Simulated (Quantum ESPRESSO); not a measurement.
# Ag (Fm-3m) in Quantum ESPRESSO: further runs, part 2 of 2

Quantum ESPRESSO 7.5. Earlier steps stand in the parts before.

## 5. Relaxation of cell and atoms, revPBE+D3(BJ)

run.py reads:

```python
import numpy as np
from ase.calculators.espresso import Espresso, EspressoProfile
from ase.io import read

atoms = read('Ag.xyz')

input_data = {
    'control': {'calculation': 'scf', 'prefix': 'pwscf', 'outdir': './tmp', 'tprnfor': True, 'tstress': True, 'disk_io': 'low'},
    'system': {'ecutwfc': 82.0, 'nbnd': 16, 'input_dft': 'revpbe', 'occupations': 'smearing', 'smearing': 'fd', 'degauss': 0.00367493, 'vdw_corr': 'grimme-d3', 'dftd3_version': 4},
    'electrons': {'conv_thr': 2e-10, 'electron_maxstep': 120, 'mixing_beta': 0.5},
}
pseudopotentials = {'Ag': 'Ag.upf'}
profile = EspressoProfile(command='pw.x', pseudo_dir='pseudo')
dft = Espresso(profile=profile, input_data=input_data, pseudopotentials=pseudopotentials, kpts=(11, 11, 11), koffset=(0, 0, 0))
atoms.calc = dft

from ase.optimize import LBFGS
from ase.filters import FrechetCellFilter
done = LBFGS(FrechetCellFilter(atoms), trajectory='opt.traj').run(fmax=0.02, steps=30)
print('converged', done)
print('cell (A)', np.round(atoms.cell.cellpar(), 5))
print(f'energy {atoms.get_potential_energy():.8f} eV')
print('forces (eV/A)')
print(np.round(atoms.get_forces(), 6))
print('stress (eV/A^3, Voigt)')
print(np.round(atoms.get_stress(), 8))
print(f'Fermi level {dft.get_fermi_level():.4f} eV')
```

Ag.xyz reads:

```xyz
1
Lattice="0.0000000000 2.0427500000 2.0427500000 2.0427500000 0.0000000000 2.0427500000 2.0427500000 2.0427500000 0.0000000000" Properties=species:S:1:pos:R:3 pbc="T T T"
Ag     0.0000000000      0.0000000000      0.0000000000
```

Potentials or basis: PseudoDojo 0.4.1 SR PBE standard.

The run is started by

```bash
$ OMP_NUM_THREADS=1 python run.py
```

What it wrote:

```text
Step          Energy          fmax
LBFGS:    0    -4219.960806        0.275881
LBFGS:    1    -4219.963047        0.143752
LBFGS:    2    -4219.963667        0.007666
converged True
cell (A) [ 2.86521  2.86521  2.86521 60.      60.      60.     ]
energy -4219.96366715 eV
forces (eV/A)
[[0. 0. 0.]]
stress (eV/A^3, Voigt)
[-0.00046092 -0.00046092 -0.00046092  0.         -0.          0.        ]
Fermi level 18.3453 eV
```

espresso.pwi:

```text
&CONTROL
   calculation      = 'scf'
   tstress          = .true.
   tprnfor          = .true.
   outdir           = './tmp'
   prefix           = 'pwscf'
   disk_io          = 'low'
   pseudo_dir       = 'pseudo'
/
&SYSTEM
   nbnd             = 16
   ecutwfc          = 82.0
   occupations      = 'smearing'
   degauss          = 0.00367493
   smearing         = 'fd'
   input_dft        = 'revpbe'
   vdw_corr         = 'grimme-d3'
   dftd3_version    = 4
   ntyp             = 1
   nat              = 1
   ibrav            = 0
/
&ELECTRONS
   electron_maxstep = 120
   conv_thr         = 2e-10
   mixing_beta      = 0.5
/
&IONS
/
&CELL
/
&FCP
/
&RISM
/
ATOMIC_SPECIES
Ag 107.8682 Ag.upf

K_POINTS automatic
11 11 11  0 0 0

CELL_PARAMETERS angstrom
0.00000000000000 2.02600917012417 2.02600917012417
2.02600917012417 0.00000000000000 2.02600917012417
2.02600917012417 2.02600917012417 0.00000000000000

ATOMIC_POSITIONS angstrom
Ag 0.0000000000 0.0000000000 0.0000000000
```

espresso.pwo:

```text
This program is part of the open-source Quantum ESPRESSO suite
     for quantum simulation of materials; please cite
         "P. Giannozzi et al., J. Phys.:Condens. Matter 21 395502 (2009);
         "P. Giannozzi et al., J. Phys.:Condens. Matter 29 465901 (2017);
         "P. Giannozzi et al., J. Chem. Phys. 152 154105 (2020);
[... 523 lines left out ...]
  -0.00000000   0.00000502  -0.00000000           -0.00        0.74       -0.00
   0.00000000  -0.00000000   0.00000502            0.00       -0.00        0.74

=------------------------------------------------------------------------------=
   JOB DONE.
=------------------------------------------------------------------------------=
```

Run time: 27 s. Hardware: 1 thread of AMD EPYC 9B14 (Zen 4), shared host; peak memory 0.09 GiB.

What came out:

```
Free energy                            : -4219.9640 eV
Relaxed volume                         : 16.63 Å³/atom
Relaxed cell                           : a = 2.865 Å, b = 2.865 Å, c = 2.865 Å, α = 60.00°, β = 60.00°, γ = 60.00°
Space group after relaxing (to 0.05 Å) : Fm-3m (No. 225)
Energy gained by relaxing              : 2.9 meV/atom
Ionic steps                            : 3
Pressure after relaxing                : 0.1 GPa
Band gap on the k mesh                 : none (metal or under the smearing width)
```

The path:
```csv
step,energy change (eV),largest force (eV/Å),pressure (GPa),volume (Å³)
1,0.0000,0.0000,-2.59,17.05
2,-0.0022,0.0000,-1.37,16.85
3,-0.0029,0.0000,0.07,16.63
```

Final structure:
```xyz
1
Lattice="0.0000 2.0260 2.0260 2.0260 0.0000 2.0260 2.0260 2.0260 0.0000" Properties=species:S:1:pos:R:3 pbc="T T T"
Ag    0.0000    0.0000    0.0000
```

Levels at points of the mesh, in eV from the Fermi level:
```
           k point  band 7  band 8  band 9  band 10  band 11  band 12  band 13  band 14
(0.00, 0.00, 0.00)   -5.14   -5.14   -4.06    -4.06    16.01    19.72    19.72    19.72
```

Caveat: the potentials were made for another functional, which shifts forces and pressure; pairwise dispersion overbinds metals, which lowers pressure and volume.

## 6. Relaxation of cell and atoms, revPBE+D4

run.py reads:

```python
import numpy as np
from ase.calculators.espresso import Espresso, EspressoProfile
from ase.io import read

atoms = read('Ag.xyz')

input_data = {
    'control': {'calculation': 'scf', 'prefix': 'pwscf', 'outdir': './tmp', 'tprnfor': True, 'tstress': True, 'disk_io': 'low'},
    'system': {'ecutwfc': 82.0, 'nbnd': 16, 'input_dft': 'revpbe', 'occupations': 'smearing', 'smearing': 'fd', 'degauss': 0.00367493},
    'electrons': {'conv_thr': 2e-10, 'electron_maxstep': 120, 'mixing_beta': 0.5},
}
pseudopotentials = {'Ag': 'Ag.upf'}
profile = EspressoProfile(command='pw.x', pseudo_dir='pseudo')
dft = Espresso(profile=profile, input_data=input_data, pseudopotentials=pseudopotentials, kpts=(11, 11, 11), koffset=(0, 0, 0))
from ase.calculators.mixing import SumCalculator
from dftd4.ase import DFTD4
d4 = DFTD4(method='revpbe')
atoms.calc = SumCalculator([dft, d4])

from ase.optimize import BFGS
from ase.filters import FrechetCellFilter
done = BFGS(FrechetCellFilter(atoms), trajectory='opt.traj').run(fmax=0.02, steps=30)
print('converged', done)
print('cell (A)', np.round(atoms.cell.cellpar(), 5))
print(f'energy {atoms.get_potential_energy():.8f} eV')
print('forces (eV/A)')
print(np.round(atoms.get_forces(), 6))
print('stress (eV/A^3, Voigt)')
print(np.round(atoms.get_stress(), 8))
print(f'Fermi level {dft.get_fermi_level():.4f} eV')
print(f'D4 part {d4.get_potential_energy(atoms):.8f} eV')
atoms.write('final.traj')
```

Ag.xyz is that of step 5.

Potentials or basis: PseudoDojo 0.4.1 SR PBE standard.

The run is started by

```bash
$ OMP_NUM_THREADS=1 python run.py
```

It took 27 s on 1 thread of AMD EPYC 9B14 (Zen 4), shared host; peak memory 0.09 GiB.

It converged, with:

```
Free energy                            : -4219.8599 eV
Relaxed volume                         : 16.81 Å³/atom
Relaxed cell                           : a = 2.876 Å, b = 2.876 Å, c = 2.876 Å, α = 60.00°, β = 60.00°, γ = 60.00°
Space group after relaxing (to 0.05 Å) : Fm-3m (No. 225)
Energy gained by relaxing              : 0.8 meV/atom
Ionic steps                            : 3
Pressure after relaxing                : 0.0 GPa
Band gap on the k mesh                 : none (metal or under the smearing width)
Dispersion energy per atom             : -0.976 eV
```

Step by step:
```csv
step,energy change (eV),largest force (eV/Å),pressure (GPa),volume (Å³)
1,0.0000,0.0000,-1.46,17.05
2,-0.0007,0.0000,-0.77,16.94
3,-0.0008,0.0000,0.03,16.81
```

Final structure:
```
Ag
1.0
     0.00000    2.03330    2.03330
     2.03330    0.00000    2.03330
     2.03330    2.03330    0.00000
Ag
1
Direct
  0.00000 0.00000 0.00000
```

Levels at points of the mesh, in eV from the Fermi level:
```
           k point  band 8  band 9  band 10  band 11  band 12  band 13
(0.00, 0.00, 0.00)   -5.11   -4.05    -4.05    15.98    19.63    19.63
```

Caveat: the potentials were made for another functional, which shifts forces and pressure; pairwise dispersion overbinds metals, which lowers pressure and volume.

## 7. Relaxation of cell and atoms, revPBE+rVV10

run.py reads:

```python
import numpy as np
from ase.calculators.espresso import Espresso, EspressoProfile
from ase.io import read

atoms = read('Ag.xyz')

input_data = {
    'control': {'calculation': 'scf', 'prefix': 'pwscf', 'outdir': './tmp', 'tprnfor': True, 'tstress': True, 'disk_io': 'low'},
    'system': {'ecutwfc': 82.0, 'nbnd': 16, 'input_dft': 'sla+pw+revx+pbc+vv10', 'occupations': 'smearing', 'smearing': 'fd', 'degauss': 0.00367493},
    'electrons': {'conv_thr': 2e-10, 'electron_maxstep': 120, 'mixing_beta': 0.5},
}
pseudopotentials = {'Ag': 'Ag.upf'}
profile = EspressoProfile(command='pw.x', pseudo_dir='pseudo')
dft = Espresso(profile=profile, input_data=input_data, pseudopotentials=pseudopotentials, kpts=(11, 11, 11), koffset=(0, 0, 0))
atoms.calc = dft

from ase.optimize import BFGS
from ase.filters import FrechetCellFilter
done = BFGS(FrechetCellFilter(atoms), trajectory='opt.traj').run(fmax=0.02, steps=30)
print('converged', done)
print('cell (A)', np.round(atoms.cell.cellpar(), 5))
print(f'energy {atoms.get_potential_energy():.8f} eV')
print('forces (eV/A)')
print(np.round(atoms.get_forces(), 6))
print('stress (eV/A^3, Voigt)')
print(np.round(atoms.get_stress(), 8))
print(f'Fermi level {dft.get_fermi_level():.4f} eV')
```

Ag.xyz is that of step 6.

The run is started by

```bash
$ OMP_NUM_THREADS=1 python run.py
```

Wall time 31 s (1 thread of AMD EPYC 9B14 (Zen 4), shared host); peak memory 0.09 GiB.

The run converged. Its results:

- Free energy: -4217.1169 eV
- Relaxed volume: 17.37 Å³/atom
- Relaxed cell: a = 2.907 Å, b = 2.907 Å, c = 2.907 Å, α = 60.00°, β = 60.00°, γ = 60.00°
- Space group after relaxing (to 0.05 Å): Fm-3m (No. 225)
- Energy gained by relaxing: 2.4 meV/atom
- Ionic steps: 3
- Pressure after relaxing: 0.0 GPa
- Band gap on the k mesh: none (metal or under the smearing width)

The path:
```tsv
step	energy change (eV)	largest force (eV/Å)	pressure (GPa)	volume (Å³)
1	0.0000	0.0000	2.05	17.05
2	-0.0017	0.0000	1.02	17.21
3	-0.0024	0.0000	0.04	17.37
```

Final structure:
```
Ag
1.0
     0.00000    2.05562    2.05562
     2.05562    0.00000    2.05562
     2.05562    2.05562    0.00000
Ag
1
Direct
  0.00000 0.00000 0.00000
```

Levels at points of the mesh, in eV from the Fermi level:
| k point | band 7 | band 8 | band 9 | band 10 | band 11 | band 12 | band 13 | band 14 |
| --- | --- | --- | --- | --- | --- | --- | --- | --- |
| (0.00, 0.00, 0.00) | -4.94 | -4.94 | -3.94 | -3.94 | 15.86 | 19.32 | 19.32 | 19.32 |

Caveat: the potentials were made for another functional, which shifts forces and pressure; rVV10's parameter b was fitted to another functional; pairwise dispersion overbinds metals, which lowers pressure and volume. Zero-point motion and thermal expansion aren't in these numbers.

## 8. Overview

| level | ASE optimiser | dispersion computed by | rVV10 parameter b | gap on the mesh (eV) | pressure (GPa) | relaxed volume (Å³/atom) |
| --- | --- | --- | --- | --- | --- | --- |
| revPBE | BFGS | - | - | none | 0.0 | 18.36 |
| revPBE+D2 | LBFGS | - | - | none | 0.1 | 18.39 |
| revPBE+D3 | BFGS | - | - | none | 0.0 | 17.19 |
| revPBE+D3(BJ) | LBFGS | - | - | none | 0.1 | 16.63 |
| revPBE+D4 | BFGS | dftd4 4.3.1 through ASE | - | none | 0.0 | 16.81 |
| revPBE+rVV10 | BFGS | - | 6.3 | none | 0.0 | 17.37 |

Alike in all rows: task relaxation of cell and atoms; potentials or basis PseudoDojo 0.4.1 SR PBE standard; no spin polarisation; cell relaxed; k mesh 11 × 11 × 11; cutoff (eV) 1116; smearing fermi-dirac 0.05 eV.

Caveats: the potentials were made for another functional, which shifts forces and pressure; pairwise dispersion overbinds metals, which lowers pressure and volume (some runs); rVV10's parameter b was fitted to another functional (some runs).

Total energies depend on the potentials used, so only differences within one code and one set of settings carry meaning.
